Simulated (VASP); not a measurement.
Wanted: the native input for a VASP 6.6.1 run.

```
Task                   : relaxation of cell and atoms
Functional             : PBE
Potentials or basis    : VASP PAW PBE potentials, release 64 (V_sv, Si)
Cutoff                 : 600 eV
k mesh                 : 8 × 8 × 5
Occupations            : methfessel-paxton, width 0.1 eV
Spin                   : no spin polarisation
Further INCAR settings : ALGO = Normal; EDIFF = 1e-06; IBRION = 2; EDIFFG = -0.01; NSW = 40; ISIF = 3
```

The structure of VSi2 lies in POSCAR:

```
VSi2
1.0
    4.5347995798      0.0000000000      0.0000000000
   -2.2673997899      3.9272516372      0.0000000000
    0.0000000000      0.0000000000      6.3189006300
V Si
3 6
Direct
    0.0000000000      0.5000000000      0.1666666700
    0.5000000000      0.5000000000      0.8333333300
    0.5000000000      0.0000000000      0.5000000000
    0.8375067800      0.6750135500      0.5000000000
    0.1624932300      0.8375067800      0.8333333300
    0.6750135500      0.8375067800      0.1666666700
    0.1624932200      0.3249864500      0.5000000000
    0.8375067800      0.1624932200      0.8333333300
    0.3249864500      0.1624932300      0.1666666700
```

The cell comes from a database or a generator and needn't be the stable form of this composition.

The input as run:

INCAR

```
SYSTEM = VSi2
  PREC = Accurate
  ENCUT = 600
  EDIFF = 1E-6
  ISMEAR = 1
  SIGMA = 0.1
  LREAL = .FALSE.
  LASPH = .TRUE.
  NELM = 120
  ALGO = Normal
  ISIF = 3
  LWAVE = .FALSE.
  LCHARG = .FALSE.
  GGA = PE
  IBRION = 2
  NSW = 40
  EDIFFG = -0.01
```

KPOINTS

```
regular mesh
0
G
  8 8 5
  0 0 0
```

Potentials or basis: VASP PAW PBE potentials, release 64 (V_sv, Si).

Run with:

```console
$ cat potpaw_PBE.64/V_sv/POTCAR potpaw_PBE.64/Si/POTCAR > POTCAR
$ mpirun -np 1 vasp_std > vasp.out
```

It gave:

| Item | Value |
| --- | --- |
| Relaxed volume | 12.78 Å³/atom |
| Relaxed cell | a = 4.569 Å, b = 4.569 Å, c = 6.362 Å, α = 90.00°, β = 90.00°, γ = 120.00° |
| Space group after relaxing (to 0.05 Å) | P6_222 (No. 180) |
| Energy gained by relaxing | 3.2 meV/atom |
| Ionic steps | 5 |
| Pressure after relaxing | -0.1 GPa |
| Band gap on the k mesh | none (metal or under the smearing width) |

It took 3.8 min on 1 thread of AMD EPYC 9R45 96-Core Processor (Zen 5) (shared host), peak memory 0.28 GiB.
